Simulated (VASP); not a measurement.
The system is GaP.

```
Ga P
1.0
     0.00000    2.72581    2.72581
     2.72581    0.00000    2.72581
     2.72581    2.72581    0.00000
Ga P
1 1
Cartesian
  0.0000 0.0000 0.0000
  4.0887 4.0887 4.0887
```

The cell is a database's computed one.

| Quantity | Value |
| --- | --- |
| Program | VASP 6.6.1 |
| Task | relaxation of cell and atoms |
| Functional | RPBE |
| Potentials or basis | VASP PAW PBE potentials, release 64 (Ga_d, P) |
| Cutoff | 600 eV |
| k mesh | 8 × 8 × 8 |
| Occupations | gaussian, width 0.02 eV |
| Spin | no spin polarisation |

At the start: pressure 4.4 GPa; volume 20.25 Å³/atom.

Task: Where does the relaxation end?

Result: Over 3 steps the energy falls by 15.2 meV/atom and the volume is 21.41 Å³/atom (+5.7 %); space group F-43m (No. 216, to 0.05 Å).

Step by step:
```
step  energy change (eV)  largest force (eV/Å)  pressure (GPa)  volume (Å³)
   1              0.0000                0.0000            4.42        40.51
   2             -0.0248                0.0000           -1.65        43.87
   3             -0.0303                0.0000            0.01        42.81
```

Final structure:
```xyz
2
Lattice="0.0000 2.7766 2.7766 2.7766 0.0000 2.7766 2.7766 2.7766 0.0000" Properties=species:S:1:pos:R:3 pbc="T T T"
Ga    0.0000    0.0000    0.0000
P     4.1649    4.1649    4.1649
```

Caveat: the PAW data sets were made with another functional, which shifts forces and pressure a little.
